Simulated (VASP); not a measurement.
# SrTiO3 (Tausonite) (Pm-3m) in VASP: settings compared, part 3 of 3

VASP 6.6.1. The steps go on from the part before.

## (5) Relaxation of cell and atoms, PBEsol

This run uses another cell than the first one, of 11.82 Å³/atom, 0.992 times its volume.

File INCAR:

```
PREC     = Accurate       # precision mode
ENCUT    = 600            # plane-wave cutoff, eV
EDIFF    = 1E-7           # SCF threshold, eV
ISMEAR   = 0              # smearing method
SIGMA    = 0.03           # smearing width, eV
LREAL    = False          # projectors in reciprocal space
LASPH    = True           # aspherical terms in the spheres
NELM     = 80             # most SCF steps
ALGO     = Normal         # electronic algorithm
ISIF     = 3              # what is computed and relaxed
LWAVE    = False          # write WAVECAR
LCHARG   = False          # write CHGCAR
GGA      = PS             # functional
IBRION   = 2              # ionic algorithm
NSW      = 90             # ionic steps
EDIFFG   = -0.005         # ionic threshold
KPAR     = 2
```

File KPOINTS:

```
regular mesh
0
Gamma
  8 8 8
```

File POSCAR:

```
SrTiO3                                  
1.0
    3.8947475959      0.0000000000      0.0000000000
    0.0000000000      3.8947475959      0.0000000000
    0.0000000000      0.0000000000      3.8947475959
  Sr              Ti              O             
     1     1     3
Direct
     0.5000000000000000    0.5000000000000000    0.5000000000000000
     0.0000000000000000    0.0000000000000000    0.0000000000000000
     0.5000000000000000    0.0000000000000000    0.0000000000000000
     0.0000000000000000    0.5000000000000000    0.0000000000000000
     0.0000000000000000    0.0000000000000000    0.5000000000000000
```

Started as:

```
cat potpaw_PBE.64/Sr_sv/POTCAR potpaw_PBE.64/Ti_sv/POTCAR potpaw_PBE.64/O/POTCAR > POTCAR
mpirun -np 2 vasp_std > vasp.out
```

Run time: 22 s. Hardware: 2 MPI ranks of Intel Xeon 6975P-C (Granite Rapids), shared host; peak memory 0.2 GiB.

Results (log left out):

```
Free energy             : -42.0222 eV
Pressure after relaxing : 0.0 GPa
Band gap on the k mesh  : 1.82 eV, indirect (least direct gap 2.17 eV)
```

Final structure:
```
Sr Ti O
1.0
     3.89475    0.00000    0.00000
     0.00000    3.89475    0.00000
     0.00000    0.00000    3.89475
Sr Ti O
1 1 3
Direct
  0.50000 0.50000 0.50000
  0.00000 0.00000 0.00000
  0.50000 0.00000 0.00000
  0.00000 0.50000 0.00000
  0.00000 0.00000 0.50000
```

Levels at points of the mesh, in eV from the valence-band top:
| k point | band 17 | band 18 | band 19 | band 20 | band 21 | band 22 | band 23 | band 24 |
| --- | --- | --- | --- | --- | --- | --- | --- | --- |
| (0.00, 0.00, 0.00) | -1.20 | -0.35 | -0.35 | -0.35 | 1.82 | 1.82 | 1.82 | 4.39 |
| (0.50, 0.00, 0.00) | -2.41 | -2.06 | -0.74 | -0.74 | 2.00 | 3.82 | 3.82 | 4.41 |
| (0.50, 0.50, 0.00) | -1.74 | -1.60 | -1.60 | -0.10 | 3.83 | 3.83 | 4.28 | 5.38 |
| (0.50, 0.50, 0.50) | -3.80 | 0.00 | 0.00 | 0.00 | 4.52 | 4.52 | 4.52 | 6.89 |

Caveat: the relaxation stopped at its first step, so nothing moved; the PAW data sets were made with another functional, which shifts forces and pressure a little.

## (6) Relaxation of cell and atoms, RPBE

File INCAR:

```
SYSTEM = SrTiO3
PREC     = Accurate       ! precision mode
ENCUT    = 600            ! plane-wave cutoff, eV
EDIFF    = 1E-6           ! SCF threshold, eV
ISMEAR   = 0              ! smearing method
SIGMA    = 0.03           ! smearing width, eV
LREAL    = .FALSE.        ! projectors in reciprocal space
LASPH    = .TRUE.         ! aspherical terms in the spheres
NELM     = 80             ! most SCF steps
ALGO     = Normal         ! electronic algorithm
ISIF     = 3              ! what is computed and relaxed
LWAVE    = .FALSE.        ! write WAVECAR
LCHARG   = .FALSE.        ! write CHGCAR
GGA      = RP             ! functional
IBRION   = 2              ! ionic algorithm
NSW      = 90             ! ionic steps
EDIFFG   = -0.01          ! ionic threshold
```

File KPOINTS:

```
regular mesh
0
G
  8 8 8
  0 0 0
```

File POSCAR:

```
SrTiO3
1.0
    3.9052800000      0.0000000000      0.0000000000
    0.0000000000      3.9052800000      0.0000000000
    0.0000000000      0.0000000000      3.9052800000
Sr Ti O
1 1 3
Direct
    0.5000000000      0.5000000000      0.5000000000
    0.0000000000      0.0000000000      0.0000000000
    0.5000000000      0.0000000000      0.0000000000
    0.0000000000      0.5000000000      0.0000000000
    0.0000000000      0.0000000000      0.5000000000
```

Potentials or basis: VASP PAW PBE potentials, release 64 (Sr_sv, Ti_sv, O).

Started as:

```
cat potpaw_PBE.64/Sr_sv/POTCAR potpaw_PBE.64/Ti_sv/POTCAR potpaw_PBE.64/O/POTCAR > POTCAR
mpirun -np 1 vasp_std > vasp.out
```

Wall time 74 s (1 thread of Intel Xeon 6975P-C (Granite Rapids), shared host); peak memory 0.23 GiB.

The run converged. Its results:

```
Free energy                            : -38.1178 eV
Relaxed volume                         : 12.57 Å³/atom
Relaxed cell                           : a = 3.976 Å, b = 3.976 Å, c = 3.976 Å, α = 90.00°, β = 90.00°, γ = 90.00°
Space group after relaxing (to 0.05 Å) : Pm-3m (No. 221)
Energy gained by relaxing              : 18.1 meV/atom
Ionic steps                            : 3
Pressure after relaxing                : 0.0 GPa
Band gap on the k mesh                 : 1.80 eV, indirect (least direct gap 2.17 eV)
```

Step by step:
| step | energy change (eV) | largest force (eV/Å) | pressure (GPa) | volume (Å³) |
| --- | --- | --- | --- | --- |
| 1 | 0.0000 | 0.0000 | 9.25 | 59.56 |
| 2 | -0.0323 | 0.0000 | -6.25 | 65.69 |
| 3 | -0.0904 | 0.0000 | -0.03 | 62.85 |

Final structure:
```
Sr Ti O
1.0
     3.97587    0.00000    0.00000
     0.00000    3.97587    0.00000
     0.00000    0.00000    3.97587
Sr Ti O
1 1 3
Direct
  0.50000 0.50000 0.50000
  0.00000 0.00000 0.00000
  0.50000 0.00000 0.00000
  0.00000 0.50000 0.00000
  0.00000 0.00000 0.50000
```

Levels at points of the mesh, in eV from the valence-band top:
| k point | band 16 | band 17 | band 18 | band 19 | band 20 | band 21 | band 22 | band 23 | band 24 |
| --- | --- | --- | --- | --- | --- | --- | --- | --- | --- |
| (0.00, 0.00, 0.00) | -1.08 | -1.08 | -0.38 | -0.38 | -0.38 | 1.80 | 1.80 | 1.80 | 3.92 |
| (0.50, 0.00, 0.00) | -2.20 | -2.20 | -1.80 | -0.72 | -0.72 | 1.94 | 3.52 | 3.52 | 3.93 |
| (0.50, 0.50, 0.00) | -2.63 | -1.74 | -1.50 | -1.50 | -0.08 | 3.53 | 3.53 | 3.97 | 4.82 |
| (0.50, 0.50, 0.50) | -3.56 | -3.56 | 0.00 | 0.00 | 0.00 | 4.14 | 4.14 | 4.14 | 6.80 |

Caveat: the PAW data sets were made with another functional, which shifts forces and pressure a little. Zero-point motion and thermal expansion aren't in these numbers.

## (7) Summary

```csv
level,gap on the mesh (eV),pressure (GPa)
r2SCAN,2.27,0.0
PBEsol,1.82,0.0
RPBE,1.80,0.0
```

Alike in all rows: task relaxation of cell and atoms; potentials or basis VASP PAW PBE potentials, release 64 (Sr_sv, Ti_sv, O); no spin polarisation; cell relaxed; k mesh 8 × 8 × 8; cutoff (eV) 600; smearing gaussian 0.03 eV.

Caveats: the PAW data sets were made with another functional, which shifts forces and pressure a little; the relaxation stopped at its first step, so nothing moved (some runs).

Absolute energies hang on the potentials; compare differences alone.
